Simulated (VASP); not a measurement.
Crystal: LiH.

```xyz
2
Lattice="0.0000 2.0368 2.0368 2.0368 0.0000 2.0368 2.0368 2.0368 0.0000" Properties=species:S:1:pos:R:3 pbc="T T T"
Li    0.0000    0.0000    0.0000
H     2.0368    2.0368    2.0368
```

Base run:

- Program: VASP 6.6.1
- Functional: r2SCAN
- Potentials or basis: VASP PAW PBE potentials, release 64 (Li_sv, H)
- Cutoff: 520 eV
- k mesh: 12 × 12 × 12
- Occupations: gaussian, width 0.02 eV
- Spin: no spin polarisation

Its results: band gap on the k mesh 3.61 eV, direct.

Question: After a change of settings the same cell gave: band gap on the k mesh 2.79 eV, direct. Which change was it?
A. functional from r2SCAN to TB-mBJ
B. functional from r2SCAN to PBEsol
C. functional from r2SCAN to HSE03; k mesh from 12 × 12 × 12 to 8 × 8 × 8
D. functional from r2SCAN to PBE0; k mesh from 12 × 12 × 12 to 8 × 8 × 8

Answer: B.

r2SCAN gives the wider gap, since meta-GGAs in the generalised Kohn-Sham scheme recover part of the derivative discontinuity.

Not every run made on this cell is shown here.
